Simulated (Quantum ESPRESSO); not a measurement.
## Si: Wannier functions with LDA

Si:

```xyz
6
Lattice="-3.3361 3.3361 3.3361 3.3361 -3.3361 3.3361 3.3361 3.3361 -3.3361" Properties=species:S:1:pos:R:3 pbc="T T T"
Si    1.6680    0.0000    3.3361
Si    3.3361    0.0000    1.6680
Si    3.3361    1.6680    0.0000
Si    1.6680    3.3361    0.0000
Si    0.0000    1.6680    3.3361
Si    0.0000    3.3361    1.6680
```

This isn't the form of Si at room conditions, which is diamond.

```yaml
Program: Quantum ESPRESSO 7.5
Task: Wannier functions
Functional: LDA
Potentials_or_basis: GBRV 1.5 LDA
Cutoff: 612 eV
Density_cutoff: 4898 eV
k_mesh: 5 × 5 × 5
Occupations: fermi-dirac, width 0.05 eV
Spin: no spin polarisation
Iterations: 0
Form_of_the_LDA_correlation: PZ81
Mixing_beta: 0.5
Most_SCF_iterations: 120
SCF_threshold: 1.2e-09 Ry
k_mesh_for_the_Wannier_functions: 4 × 4 × 4
Projections: Si sp
```

```yaml
Pressure: -0.7 GPa
Band_gap_along_the_path: none (metal or under the smearing width)
Total_Wannier_spread: 82.22 Å² over 24 functions
RMS_miss_of_the_Wannier_bands: 0.015 eV
```

Levels at the corners of the path, in eV from the Fermi level:
| point | band 10 | band 11 | band 12 | band 13 | band 14 | band 15 |
| --- | --- | --- | --- | --- | --- | --- |
| Γ | -2.12 | -2.12 | -2.12 | 1.94 | 1.94 | 1.94 |
| H | -0.02 | -0.02 | -0.02 | 0.25 | 0.25 | 0.25 |
| N | -2.10 | -1.32 | -0.71 | 1.10 | 2.15 | 2.54 |
| Γ | -2.12 | -2.12 | -2.12 | 1.94 | 1.94 | 1.94 |
| P | -2.90 | -1.88 | -1.88 | 2.13 | 2.13 | 2.13 |
| H | -0.02 | -0.02 | -0.02 | 0.25 | 0.25 | 0.25 |
| P | -2.90 | -1.88 | -1.88 | 2.13 | 2.13 | 2.13 |
| N | -2.10 | -1.32 | -0.71 | 1.10 | 2.15 | 2.54 |

Wannier functions:
```tsv
function	nearest atom	distance (Å)	spread (Å²)	on-site energy from the reference level (eV)
1	1 Si	0.05	2.05	-4.12
2	1 Si	0.42	3.03	0.83
3	1 Si	0.53	5.46	0.74
4	1 Si	0.07	2.92	1.17
5	2 Si	0.13	2.83	-4.17
6	2 Si	0.27	4.46	1.35
7	2 Si	0.31	3.60	1.38
8	2 Si	0.37	2.96	1.00
9	3 Si	0.05	2.08	-4.13
10	3 Si	0.05	2.96	1.17
11	3 Si	0.41	3.02	0.84
12	3 Si	0.55	5.46	0.77
13	4 Si	0.12	2.85	-4.17
14	4 Si	0.35	2.93	1.02
15	4 Si	0.26	4.49	1.36
16	4 Si	0.34	3.69	1.39
17	5 Si	0.13	2.86	-4.17
18	5 Si	0.32	3.64	1.39
19	5 Si	0.36	2.95	1.00
20	5 Si	0.29	4.50	1.35
21	6 Si	0.05	2.07	-4.13
22	6 Si	0.53	5.41	0.76
23	6 Si	0.05	2.94	1.18
24	6 Si	0.43	3.04	0.84
```

Parts of the spread (Å²): invariant 42.34, diagonal 1.037, off-diagonal 38.84, total 82.22. Against the direct bands the interpolation misses by 15 meV (root mean square) and 94 meV at most, for states up to 1 eV over the reference level.

Wall time 14 min on 1 thread of Arm Neoverse V1 (shared host), peak memory 0.45 GiB.
